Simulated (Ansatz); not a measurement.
# Ni (fcc): which electronic and magnetic state is lowest

Aim: start Ni (fcc) from several magnetic orders or shell fillings at one geometry and see which ends lowest. Whether the element takes this structure at low temperature is a separate question.

Computed with Ansatz 0.2.0 (DFT PBE, scalar-relativistic, plane waves, PAW, unless a step's input says otherwise).

## Step 1: The system as given

The structure is cubic, space group Fm-3m (No. 225). Conventional cell: a = 3.518 Å, b = 3.518 Å, c = 3.518 Å, α = 90.00°, β = 90.00°, γ = 90.00°. Ni (site symmetry m-3m) has 12 Ni at 2.49 Å as nearest neighbours.

Coordinates:

```cif
data_structure
_symmetry_space_group_name_H-M 'P 1'
_symmetry_Int_Tables_number 1
_cell_length_a 2.4878
_cell_length_b 2.4878
_cell_length_c 2.4878
_cell_angle_alpha 60.000
_cell_angle_beta 60.000
_cell_angle_gamma 60.000
_cell_volume 10.89
loop_
_atom_site_label
_atom_site_type_symbol
_atom_site_fract_x
_atom_site_fract_y
_atom_site_fract_z
_atom_site_occupancy
Ni1 Ni 0.00000 0.00000 0.00000 1
```

This cell comes from an earlier session at PBE: 10.887 Å³/atom at 0.00 GPa, on a 20×20×20 mesh, a metal on this mesh, moments in the atoms' spheres Ni 0.68 μB.

## Step 2: No spin polarisation

Contents of input.yaml:

```yaml
crystal:
  lattice:
    - [0.0, 1.7591346696, 1.7591346696]
    - [1.7591346696, 0.0, 1.7591346696]
    - [1.7591346696, 1.7591346696, 0.0]
  atoms:
    - { symbol: Ni, position: [0.0, 0.0, 0.0] }
basis:
  ecutwfc: 420
  ecutrho_ratio: 4
kpoints:
  mp_grid: { grid: [20, 20, 20] }
hamiltonian:
  xc: pbe
scf:
  occupations: { method: gaussian, width: 0.05 }
output:
  forces: true
  stress: true
  eigenvalues: true
```

The program printed, shortened:

```text
Warning: RAYON_NUM_THREADS=2 ignored (pool sized by the plan → 2); use --threads N
[...]
Pseudopotentials: kind: paw
Pseudopotential: Ni, paw, valence charge 18, recommended cutoff 420 eV (normal), Ni.paw.azcp
Functional definition: PBE
[...]
Crystal: 1 atoms, lattice volume = 10.887 Å³
Basis set: ecut = 420 eV, 181 PW (Γ), exchange–correlation on 36×36×36 points (8 copies of the dense FFT grid, shifted against one another)
Bands: 13, of which v1, the nominal top of the filled ones, is band 9 counted from 1 (8 counted from 0)
Symmetry: 48 space group operations
Space group: Fm-3m (ITA 225), of the structure as read, at distance tolerance 2.2e-5 Å
k-points: 256 of 8000
[...]
SCF iter   1: F=—  HF=-5839.663752 eV  |F-HF|=—  |Δ(HF+E_count)|=         —  Δρ=4.44e-3  dr2=2.47e-4  ethr=1.77e-3  ⟨swp⟩=5.7  Hψ=18266  notcnv=0
[...]
SCF iter   6: F=-5839.663672 eV  HF=-5839.663672 eV  |F-HF|=1.05e-8  |Δ(HF+E_count)|=   5.73e-9  Δρ=1.46e-5  dr2=1.13e-8  ethr=4.00e-10  ⟨swp⟩=2.9  Hψ=11840  notcnv=0
[...]
SCF converged after 6 iterations
Free energy (F): -5839.663672 eV
[...]
E sigma→0 (E₀):  -5839.661141 eV
Entropy (-TS):   -0.005062 eV (-5.062 meV/atom)
Fermi energy:    17.959050 eV
[...]
--- Forces (eV/Å), atoms counted from 1 ---
  atom   1  Ni    -0.00000000     0.00000000    -0.00000000
[...]
--- Stress (GPa, compression-positive) ---
       -1.316207      -0.000000       0.000000
        0.000000      -1.316207      -0.000000
       -0.000000      -0.000000      -1.316207
  P = ⅓ Tr σ = -1.3162 GPa (-13.162 kbar)
--- Band table (eV; the first three rows and the last of 256) ---
  k-point 0: bands = ["-85.0604", "-45.3279", "-45.3279", "-45.3279", "9.0268", "16.1070", "16.1070", "16.1070", "17.2178", "17.2178", "41.5678", "45.6098", "45.6098"]
[...]
```

It took 1.7 s on 2 threads of an x86-64 CPU, shared host; peak memory 0.42 GiB.

This gives: volume 10.887 Å³/atom, pressure -1.32 GPa, metallic.

## Step 3: Antiferromagnetic, doubled cell, propagation vector (0, 0, 1/2)

Contents of input.yaml:

```yaml
crystal:
  lattice:
    - [0.0, 1.7591346696, 1.7591346696]
    - [1.7591346696, 0.0, 1.7591346696]
    - [3.5182693392, 3.5182693392, 0.0]
  atoms:
    - { symbol: Ni, position: [0.0, 0.0, 0.0], spin: 0.8 }
    - { symbol: Ni, position: [0.0, 0.0, 0.5], spin: -0.8 }
basis:
  ecutwfc: 420
  ecutrho_ratio: 4
kpoints:
  mp_grid: { grid: [20, 20, 10] }
hamiltonian:
  xc: pbe
scf:
  occupations: { method: gaussian, width: 0.05 }
output:
  forces: true
  stress: true
  eigenvalues: true
  populations: true
magnetization:
  spin_polarized: true
```

The program printed, shortened:

```text
Warning: RAYON_NUM_THREADS=2 ignored (pool sized by the plan → 2); use --threads N
[...]
Pseudopotentials: kind: paw
Pseudopotential: Ni, paw, valence charge 18, recommended cutoff 420 eV (normal), Ni.paw.azcp
Functional definition: PBE
[...]
Crystal: 2 atoms, lattice volume = 21.775 Å³
Basis set: ecut = 420 eV, 391 PW (Γ), exchange–correlation on 36×36×72 points (8 copies of the dense FFT grid, shifted against one another)
Bands: 23, of which v1, the nominal top of the filled ones, is band 18 counted from 1 (17 counted from 0)
Symmetry: 12 space group operations
Space group: R-3m (ITA 166), of the structure as read, at distance tolerance 2.8e-5 Å
Magnetic group: BNS 166.102 (UNI 1332), of the structure as read, at distance tolerance 2.8e-5 Å
k-points: 396 of 4000
[...]
Starting moments: Σ|m| = 1.6 μB on 2 of 2 sites
Starting magnetic order: antiferromagnet; a translation exchanges its spin sublattices: spin-degenerate at every k-point
[...]
WARN: the starting moments were not kept: 1 of 2 ended reversed and 1 kept their direction, counting a site from 0.1 of the cell's largest site moment. The largest reversed, site 1 (counted from 0, in the order of the report's site_moments_mub), started with -0.8 μB and closes at +6.8e-1 [...]
SCF converged after 2 iterations
Magnetization: 1.2859 μB (18.6430 up, 17.3570 down)
Absolute magnetization: 1.4720 μB (∫|ρ↑−ρ↓|, with the PAW one-centre terms)
Spin contamination: 0.0144 ħ² per cell (⟨S²⟩ above its minimum at these occupations)
Per-site moments (μB) at R_I (Å): [(0.6823094672594835, 1.0262142444629765), (0.6822963087765217, 1.0262142444629765)]
Free energy (F): -11679.444853 eV
[...]
E sigma→0 (E₀):  -11679.442766 eV
Entropy (-TS):   -0.004175 eV (-2.088 meV/atom)
Fermi energy:    18.178569 eV
[...]
--- Forces (eV/Å), atoms counted from 1 ---
  atom   1  Ni     0.00000000     0.00000000     0.00000000
  atom   2  Ni     0.00000000     0.00000000    -0.00000000
[...]
--- Stress (GPa, compression-positive) ---
        0.000397      -0.000002       0.000002
       -0.000002       0.000397       0.000002
        0.000002       0.000002       0.000397
  P = ⅓ Tr σ = 0.0004 GPa (0.004 kbar)
--- Band table (eV; the first three rows and the last of 792) ---
[... band rows left out ...]
[...]
--- Löwdin populations: 2 sites ---
  site symbol       q [e]    m [muB]
     0     Ni     17.7789     0.6739
     1     Ni     17.7789     0.6738
  spilling = 0.012285 (of n_electrons = 36.000000)
```

Run time: 4.3 min. Hardware: 2 threads of an x86-64 CPU, shared host; peak memory 1.5 GiB.

This gives: volume 10.887 Å³/atom, pressure 0.00 GPa, metallic, moments in the atoms' spheres Ni 0.68 μB.

Spin moments on the atoms, as numbers (put along z; the direction is arbitrary without spin–orbit coupling):

```
atom  x (μB)  y (μB)  z (μB)
 Ni1    0.00    0.00    0.68
 Ni2    0.00    0.00    0.68
```

## Step 4: Antiferromagnetic, doubled cell, propagation vector (0, 1/2, 1/2)

Edit input.yaml of step 3 so:

```diff
@@ -3,3 +3,3 @@
     - [0.0, 1.7591346696, 1.7591346696]
-    - [1.7591346696, 0.0, 1.7591346696]
+    - [3.5182693392, 1.7591346696, 1.7591346696]
     - [3.5182693392, 3.5182693392, 0.0]
```

The program printed, shortened:

```text
Warning: RAYON_NUM_THREADS=2 ignored (pool sized by the plan → 2); use --threads N
[...]
Pseudopotentials: kind: paw
Pseudopotential: Ni, paw, valence charge 18, recommended cutoff 420 eV (normal), Ni.paw.azcp
Functional definition: PBE
[...]
Crystal: 2 atoms, lattice volume = 21.775 Å³
Basis set: ecut = 420 eV, 403 PW (Γ), FFT grids on a1, a2−a3, −a1+a2, exchange–correlation on 36×36×48 points (8 copies of the dense FFT grid, shifted against one another)
Bands: 23, of which v1, the nominal top of the filled ones, is band 18 counted from 1 (17 counted from 0)
Symmetry: 16 space group operations
Space group: P4/mmm (ITA 123), of the structure as read, at distance tolerance 2.8e-5 Å
Magnetic group: BNS 123.350 (UNI 1010), of the structure as read, at distance tolerance 2.8e-5 Å
k-points: 366 of 4000
[...]
Starting moments: Σ|m| = 1.6 μB on 2 of 2 sites
Starting magnetic order: antiferromagnet; a translation exchanges its spin sublattices: spin-degenerate at every k-point
[...]
WARN: the starting moments were not kept: 1 of 2 ended reversed and 1 kept their direction, counting a site from 0.1 of the cell's largest site moment. The largest reversed, site 0 (counted from 0, in the order of the report's site_moments_mub), started with +0.8 μB and closes at -6.8e-1 [...]
SCF converged after 3 iterations
Magnetization: -1.2859 μB (17.3570 up, 18.6430 down)
Absolute magnetization: 1.4719 μB (∫|ρ↑−ρ↓|, with the PAW one-centre terms)
Spin contamination: 0.0144 ħ² per cell (⟨S²⟩ above its minimum at these occupations)
Per-site moments (μB) at R_I (Å): [(-0.6823064086120799, 1.0262142444629765), (-0.6822985782759404, 1.0262142444629765)]
Free energy (F): -11679.444853 eV
[...]
E sigma→0 (E₀):  -11679.442766 eV
Entropy (-TS):   -0.004175 eV (-2.088 meV/atom)
Fermi energy:    18.178561 eV
[...]
--- Forces (eV/Å), atoms counted from 1 ---
  atom   1  Ni     0.00000000     0.00000000    -0.00000000
  atom   2  Ni     0.00000000    -0.00000000     0.00000000
[...]
--- Stress (GPa, compression-positive) ---
        0.000467       0.000000       0.000000
        0.000000       0.000466       0.000000
        0.000000       0.000000       0.000466
  P = ⅓ Tr σ = 0.0005 GPa (0.005 kbar)
--- Band table (eV; the first three rows and the last of 732) ---
[... band rows left out ...]
[...]
--- Löwdin populations: 2 sites ---
  site symbol       q [e]    m [muB]
     0     Ni     17.7789    -0.6739
     1     Ni     17.7789    -0.6738
  spilling = 0.012285 (of n_electrons = 36.000000)
```

Run time: 3 min. Hardware: 2 threads of an x86-64 CPU, shared host; peak memory 1.5 GiB.

This gives: volume 10.887 Å³/atom, pressure 0.00 GPa, no gap, moments in the atoms' spheres Ni -0.68 μB.

Spin moments on the atoms, as numbers (put along z; the direction is arbitrary without spin–orbit coupling):

```
atom  x (μB)  y (μB)  z (μB)
 Ni1    0.00    0.00   -0.68
 Ni2    0.00    0.00   -0.68
```

## Step 5: Small parallel starting moments

Contents of input.yaml:

```yaml
crystal:
  lattice:
    - [0.0, 1.7591346696, 1.7591346696]
    - [1.7591346696, 0.0, 1.7591346696]
    - [1.7591346696, 1.7591346696, 0.0]
  atoms:
    - { symbol: Ni, position: [0.0, 0.0, 0.0], spin: 0.5 }
basis:
  ecutwfc: 420
  ecutrho_ratio: 4
kpoints:
  mp_grid: { grid: [20, 20, 20] }
hamiltonian:
  xc: pbe
scf:
  occupations: { method: gaussian, width: 0.05 }
output:
  forces: true
  stress: true
  eigenvalues: true
  populations: true
magnetization:
  spin_polarized: true
```

The program printed, shortened:

```text
Warning: RAYON_NUM_THREADS=2 ignored (pool sized by the plan → 2); use --threads N
[...]
Pseudopotentials: kind: paw
Pseudopotential: Ni, paw, valence charge 18, recommended cutoff 420 eV (normal), Ni.paw.azcp
Functional definition: PBE
[...]
Crystal: 1 atoms, lattice volume = 10.887 Å³
Basis set: ecut = 420 eV, 181 PW (Γ), exchange–correlation on 36×36×36 points (8 copies of the dense FFT grid, shifted against one another)
Bands: 14, of which v1, the nominal top of the filled ones, is band 9 counted from 1 (8 counted from 0)
Symmetry: 48 space group operations
Space group: Fm-3m (ITA 225), of the structure as read, at distance tolerance 2.2e-5 Å
Magnetic group: BNS 225.116 (UNI 1618), of the structure as read, at distance tolerance 2.2e-5 Å
k-points: 256 of 8000
[...]
Starting moments: Σ|m| = 0.5 μB on 1 of 1 site
[...]
Absolute magnetization: 0.7360 μB (∫|ρ↑−ρ↓|, with the PAW one-centre terms)
Spin contamination: 0.0072 ħ² per cell (⟨S²⟩ above its minimum at these occupations)
Per-site moments (μB) at R_I (Å): [(0.6823022950429369, 1.0262142444629765)]
Free energy (F): -5839.722427 eV
[...]
E sigma→0 (E₀):  -5839.721383 eV
Entropy (-TS):   -0.002088 eV (-2.088 meV/atom)
Fermi energy:    18.178531 eV
[...]
--- Forces (eV/Å), atoms counted from 1 ---
  atom   1  Ni    -0.00000000     0.00000000    -0.00000000
[...]
--- Stress (GPa, compression-positive) ---
        0.000928      -0.000000       0.000000
        0.000000       0.000928       0.000000
       -0.000000       0.000000       0.000928
  P = ⅓ Tr σ = 0.0009 GPa (0.009 kbar)
--- Band table (eV; the first three rows and the last of 512) ---
  k-point 0 ↑: bands = ["-85.5187", "-45.7758", "-45.7758", "-45.7758", "9.0470", "15.6944", "15.6944", "15.6944", "16.8900", "16.8900", "41.6521", "45.6174", "45.6174", "45.6174"]
[...]
--- Löwdin populations: 1 site ---
  site symbol       q [e]    m [muB]
     0     Ni     17.7789     0.6739
  spilling = 0.012285 (of n_electrons = 18.000000)
```

It took 9 s on 2 threads of an x86-64 CPU, shared host; peak memory 0.44 GiB.

Result: volume 10.887 Å³/atom, pressure 0.00 GPa, a metal on this mesh, moments in the atoms' spheres Ni 0.68 μB.

## Step 6: The magnetic starts side by side

Energies have the smearing extrapolated to zero.

| start | from the base state (meV/atom) | gap (eV) | pressure (GPa) | moments in spheres (μB) |
| --- | --- | --- | --- | --- |
| ferromagnetic | 0.0 | metal | 0.00 | Ni 0.68 |
| no spin polarisation | 60.2 | metal | -1.32 | none |
| antiferromagnetic, doubled cell, propagation vector (0, 0, 1/2) | 0.0 | metal | 0.00 | Ni 0.68 |
| antiferromagnetic, doubled cell, propagation vector (0, 1/2, 1/2) | 0.0 | metal | 0.00 | Ni -0.68 |
| small parallel starting moments | 0.0 | metal | 0.00 | Ni 0.68 |

Propagation vectors are in units of the typed cell's reciprocal vectors.

## Step 7: Summary of results

```
             quantity                 value
lowest magnetic start         ferromagnetic
   next in this table  60.2 meV/atom higher
```

The lowest state comes from the start «ferromagnetic», matched within 0.3 meV/atom by «antiferromagnetic, doubled cell, propagation vector (0, 0, 1/2)», «antiferromagnetic, doubled cell, propagation vector (0, 1/2, 1/2)», «small parallel starting moments»; the next lies 60.2 meV/atom higher and is the one without spin polarisation. The starts «antiferromagnetic, doubled cell, propagation vector (0, 0, 1/2)», «antiferromagnetic, doubled cell, propagation vector (0, 1/2, 1/2)» ended with parallel moments, so the order typed was lost. Only a few orders and starts were tried, so a lower state isn't excluded.
